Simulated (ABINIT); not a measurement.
# PbSe (Clausthalite) (Fm-3m) in ABINIT: settings compared, part 2 of 2

ABINIT 10.8.3 (patched build).

## Step 3: Single point, LDA

Contents of run.abi:

```
pp_dirpath "./"
pseudos "Pb.upf, Se.upf"

acell 3*1.0 Angstrom
rprim
     0.0000000000     3.0606500000     3.0606500000
     3.0606500000     0.0000000000     3.0606500000
     3.0606500000     3.0606500000     0.0000000000
ntypat 2
znucl 82 34
natom 2
typat 1 2
xred
     0.0000000000     0.0000000000     0.0000000000
     0.5000000000     0.5000000000     0.5000000000

ecut 48.0

kptopt 1
ngkpt 6 6 6
nshiftk 1
shiftk 0.0 0.0 0.0

ixc 7

nband 28
occopt 3
tsmear 0.05 eV

nstep 100
tolvrs 1.0e-10

iomode 3
prtwf 0
prtden 0
prteig 0
prtebands 0
enunit 2
```

Potentials or basis: PseudoDojo NC SR LDA v0.4 stringent.

Run with:

```
mpirun --bind-to none -np 4 abinit run.abi > log 2>&1
```

run.abo:

```text
.Version 10.8.3 of ABINIT
 Symmetries : space group Fm -3 m (#225); Bravais cF (face-center cubic)
================================================================================
 Values of the parameters that define the memory need of the present run
     intxc =       0    ionmov =       0      iscf =       7    lmnmax =       6
     lnmax =       6     mgfft =      54  mpssoang =       3    mqgrid =    3001
     natom =       2  nloc_mem =       1    nspden =       1   nspinor =       1
    nsppol =       1      nsym =      48    n1xccc =    2501    ntypat =       2
    occopt =       3   xclevel =       1
       mpw =        6168          nfft =      157464          nkpt =          16
================================================================================
================================================================================

--------------------------------------------------------------------------------
------------- Echo of variables that govern the present computation ------------
--------------------------------------------------------------------------------
 -outvars: echo values of preprocessed input variables --------
            acell      1.8897261259E+00  1.8897261259E+00  1.8897261259E+00 Bohr
              amu      2.07200000E+02  7.89600000E+01
             ecut      4.80000000E+01 Hartree
           enunit           2
              ixc           7
         kptrlatt        6    0    0      0    6    0      0    0    6
          kptrlen      4.90770878E+01
            natom           2
            nband          28
            ngfft          54      54      54
             nkpt          16
            nstep         100
             nsym          48
           ntypat           2
           occopt           3
           prtden           0
        prtebands           0
           prteig           0
            prtwf           0
            rprim      0.0000000000E+00  3.0606500000E+00  3.0606500000E+00
                       3.0606500000E+00  0.0000000000E+00  3.0606500000E+00
                       3.0606500000E+00  3.0606500000E+00  0.0000000000E+00
          spgroup         225
           tolvrs      1.00000000E-10
           tsmear      1.83746611E-03 Hartree
            typat      1  2
           xangst      0.0000000000E+00  0.0000000000E+00  0.0000000000E+00
                       3.0606500000E+00  3.0606500000E+00  3.0606500000E+00
            xcart      0.0000000000E+00  0.0000000000E+00  0.0000000000E+00
                       5.7837902673E+00  5.7837902673E+00  5.7837902673E+00
             xred      0.0000000000E+00  0.0000000000E+00  0.0000000000E+00
                       5.0000000000E-01  5.0000000000E-01  5.0000000000E-01
            znucl       82.00000   34.00000

================================================================================

 chkinp: Checking input parameters for consistency.

================================================================================
== DATASET  1 ==================================================================

--- !DatasetInfo
iteration_state: {dtset: 1, }
dimensions: {natom: 2, nkpt: 16, mband: 28, nsppol: 1, nspinor: 1, nspden: 1, mpw: 6168, }
cutoff_energies: {ecut:  48.0, pawecutdg:  -1.0, }
electrons: {nelect:   4.60000000E+01, charge:   0.00000000E+00, occopt:   3.00000000E+00, tsmear:   1.83746611E-03, }
meta: {optdriver: 0, ionmov: 0, optcell: 0, iscf: 7, paral_kgb: 0, }
...

 Exchange-correlation functional for the present dataset will be:
  LDA: Perdew-Wang 92 LSD fit to Ceperley-Alder data - ixc=7
  J.P.Perdew and Y.Wang, PRB 45, 13244 (1992)

 Real(R)+Recip(G) space primitive vectors, cartesian coordinates (Bohr,Bohr^-1):
[... 65 lines left out ...]
- [  0.00000000E+00,   0.00000000E+00,   1.08847306E-04, ]
pressure_GPa:  -3.2024E+00
xred      :
- [  0.0000E+00,   0.0000E+00,   0.0000E+00, Pb]
- [  5.0000E-01,   5.0000E-01,   5.0000E-01, Se]
cartesian_forces: # hartree/bohr
- [ -0.00000000E+00,  -0.00000000E+00,  -0.00000000E+00, ]
- [ -0.00000000E+00,  -0.00000000E+00,  -0.00000000E+00, ]
force_length_stats: {min:   0.00000000E+00, max:   0.00000000E+00, mean:   0.00000000E+00, }
...

 Integrated electronic density in atomic spheres:
 ------------------------------------------------
 Atom  Sphere_radius  Integrated_density
    1        2.00000         17.99402932
    2        2.00000         21.20815015
================================================================================

 ----iterations are completed or convergence reached----

 Mean square residual over all n,k,spin=   15.853E-08; max=  27.574E-06
 reduced coordinates (array xred) for    2 atoms
       0.000000000000      0.000000000000      0.000000000000
       0.500000000000      0.500000000000      0.500000000000
 rms dE/dt=  0.0000E+00; max dE/dt=  0.0000E+00; dE/dt below (all hartree)
    1       0.000000000000      0.000000000000      0.000000000000
    2       0.000000000000      0.000000000000      0.000000000000

 cartesian coordinates (angstrom) at end:
    1      0.00000000000000     0.00000000000000     0.00000000000000
    2      3.06065000000000     3.06065000000000     3.06065000000000

 cartesian forces (hartree/bohr) at end:
    1     -0.00000000000000    -0.00000000000000    -0.00000000000000
    2     -0.00000000000000    -0.00000000000000    -0.00000000000000
 frms,max,avg= 0.0000000E+00 0.0000000E+00   0.000E+00  0.000E+00  0.000E+00 h/b

 cartesian forces (eV/Angstrom) at end:
    1     -0.00000000000000    -0.00000000000000    -0.00000000000000
    2     -0.00000000000000    -0.00000000000000    -0.00000000000000
 frms,max,avg= 0.0000000E+00 0.0000000E+00   0.000E+00  0.000E+00  0.000E+00 e/A
 length scales=  1.889726125908  1.889726125908  1.889726125908 bohr
              =  1.000000000000  1.000000000000  1.000000000000 angstroms
 Fermi (or HOMO) energy (hartree) =   0.25277   Average Vxc (hartree)=  -0.38442
 Eigenvalues (hartree) for nkpt=  16  k points:
 kpt#   1, nband= 28, wtk=  0.00463, kpt=  0.0000  0.0000  0.0000 (reduced coord)
  -7.34404   -5.14048   -5.14048   -5.14048   -4.88707   -2.73887   -2.73887   -2.73887
  -1.49137   -1.49137   -1.49128   -1.49128   -1.49128   -0.36470   -0.36470   -0.36460
  -0.36460   -0.36460   -0.25105    0.01305    0.18182    0.18182    0.18182    0.41915
   0.41915    0.41915    0.48961    0.48961
      occupation numbers for kpt#   1
   2.00000    2.00000    2.00000    2.00000    2.00000    2.00000    2.00000    2.00000
   2.00000    2.00000    2.00000    2.00000    2.00000    2.00000    2.00000    2.00000
   2.00000    2.00000    2.00000    2.00000    2.00000    2.00000    2.00000    0.00000
   0.00000    0.00000    0.00000    0.00000
 prteigrs : prtvol=0 or 1, do not print more k-points.

 Fermi (or HOMO) energy (eV) =   6.87813   Average Vxc (eV)= -10.46047
 Eigenvalues (   eV  ) for nkpt=  16  k points:
 kpt#   1, nband= 28, wtk=  0.00463, kpt=  0.0000  0.0000  0.0000 (reduced coord)
-199.84158 -139.87959 -139.87959 -139.87959 -132.98401  -74.52839  -74.52839  -74.52839
 -40.58217  -40.58217  -40.57982  -40.57982  -40.57982   -9.92393   -9.92393   -9.92134
  -9.92134   -9.92134   -6.83133    0.35511    4.94752    4.94752    4.94752   11.40577
  11.40577   11.40577   13.32307   13.32307
 prteigrs : prtvol=0 or 1, do not print more k-points.

--- !EnergyTerms
iteration_state     : {dtset: 1, }
comment             : Components of total free energy in Hartree
kinetic             :  2.04792204584853E+02
hartree             :  1.99310001321015E+02
xc                  : -6.60257043039269E+01
Ewald energy        : -2.59808509956887E+02
psp_core            :  6.32511419639864E+00
local_psp           : -5.61108553419603E+02
non_local_psp       : -7.47144052938708E+01
internal            : -5.51229852872021E+02
'-kT*entropy'       : -5.25398364162793E-05
total_energy        : -5.51229905411858E+02
total_energy_eV     : -1.49997298664976E+04
band_energy         : -8.98411966107540E+01
...

 Cartesian components of stress tensor (hartree/bohr^3)
  sigma(1 1)=  1.08847306E-04  sigma(3 2)=  0.00000000E+00
  sigma(2 2)=  1.08847306E-04  sigma(3 1)=  0.00000000E+00
  sigma(3 3)=  1.08847306E-04  sigma(2 1)=  0.00000000E+00

-Cartesian components of stress tensor (GPa)         [Pressure= -3.2024E+00 GPa]
- sigma(1 1)=  3.20239829E+00  sigma(3 2)=  0.00000000E+00
- sigma(2 2)=  3.20239829E+00  sigma(3 1)=  0.00000000E+00
- sigma(3 3)=  3.20239829E+00  sigma(2 1)=  0.00000000E+00

== END DATASET(S) ==============================================================
================================================================================

 -outvars: echo values of variables after computation  --------
            acell      1.8897261259E+00  1.8897261259E+00  1.8897261259E+00 Bohr
           etotal     -5.5122990541E+02
            fcart     -0.0000000000E+00 -0.0000000000E+00 -0.0000000000E+00
                      -0.0000000000E+00 -0.0000000000E+00 -0.0000000000E+00
            rprim      0.0000000000E+00  3.0606500000E+00  3.0606500000E+00
                       3.0606500000E+00  0.0000000000E+00  3.0606500000E+00
                       3.0606500000E+00  3.0606500000E+00  0.0000000000E+00
           strten      1.0884730552E-04  1.0884730552E-04  1.0884730552E-04
                       0.0000000000E+00  0.0000000000E+00  0.0000000000E+00
           xangst      0.0000000000E+00  0.0000000000E+00  0.0000000000E+00
                       3.0606500000E+00  3.0606500000E+00  3.0606500000E+00
             xred      0.0000000000E+00  0.0000000000E+00  0.0000000000E+00
                       5.0000000000E-01  5.0000000000E-01  5.0000000000E-01
 Calculation completed.
```

Run time: 13 s. Hardware: 4 MPI ranks of AMD EPYC 9R45 (Zen 5), shared host; peak memory 0.4 GiB.

Results:

* Free energy: -14999.7299 eV
* Pressure: -3.2 GPa
* Band gap on the k mesh: 0.19 eV, direct
* Valence electrons inside the program's atomic spheres: Pb 17.99; Se 21.21

Levels at points of the mesh, in eV from the valence-band top:
| k point | band 19 | band 20 | band 21 | band 22 | band 23 | band 24 | band 25 | band 26 | band 27 | band 28 |
| --- | --- | --- | --- | --- | --- | --- | --- | --- | --- | --- |
| (0.00, 0.00, 0.00) | -13.61 | -6.43 | -1.84 | -1.84 | -1.84 | 4.62 | 4.62 | 4.62 | 6.54 | 6.54 |
| (0.50, 0.00, 0.00) | -12.55 | -8.87 | -1.41 | -1.41 | 0.00 | 0.19 | 1.64 | 1.64 | 8.46 | 10.11 |
| (0.50, 0.50, 0.00) | -12.17 | -7.48 | -4.97 | -3.21 | -3.21 | 3.67 | 5.53 | 5.53 | 5.96 | 11.44 |

Caveat: spin-orbit coupling is left out, which as a rule narrows the gap of such compounds by several tenths of an eV.

## Step 4: Comparison with measurements

Step 3. Measured gap of PbSe: 0.28 eV (direct; 300 K; a printed reference work, monograph). This calculation gives 0.19 eV (-0.09 eV). 2 values of this kind are on record (0.15 to 0.28 eV); this one was drawn at random. Spin-orbit coupling on Pb, Se is left out. The value is that of LDA on a finite k mesh, which can miss the band edges, without temperature or zero-point motion. Semilocal functionals fall short of measured gaps as a rule.
